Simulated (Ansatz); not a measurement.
# Sn in Ansatz: the effect of functional

Sn:

```
CELL_PARAMETERS angstrom
-1.90720 1.90720 1.90720
1.90720 -1.90720 1.90720
1.90720 1.90720 -1.90720
ATOMIC_POSITIONS crystal
Sn 0.00000 0.00000 0.00000
```

This isn't the form of Sn at room conditions, which is tetragonal (white tin).

The cell isn't the ideal one: volume scaled by 1.02.

Alike in all runs:

| Property | Result |
| --- | --- |
| Program | Ansatz 0.2.0 |
| Task | single point |
| Potentials or basis | Ansatz PAW |
| k mesh | 10 × 10 × 10 |
| Occupations | fermi-dirac, width 0.05 eV |
| Spin | no spin polarisation |

**Question.** One run gave: pressure -1.6 GPa. Which functional did it use?
A. PBEsol
B. LDA
C. r2SCAN

**Answer.** C.

| functional | cutoff | pressure (GPa) |
| --- | --- | --- |
| LDA | 420 eV (not typed: the program's choice for these potentials) | -4.1 |
| PBEsol | 420 eV (not typed: the program's choice for these potentials) | -3.0 |
| r2SCAN | 500 eV (not typed: the program's choice for these potentials) | -1.6 |

Caveats: the PAW data sets come from PBE, with cores solved anew for the run's functional, which leaves a small shift of forces and pressure.
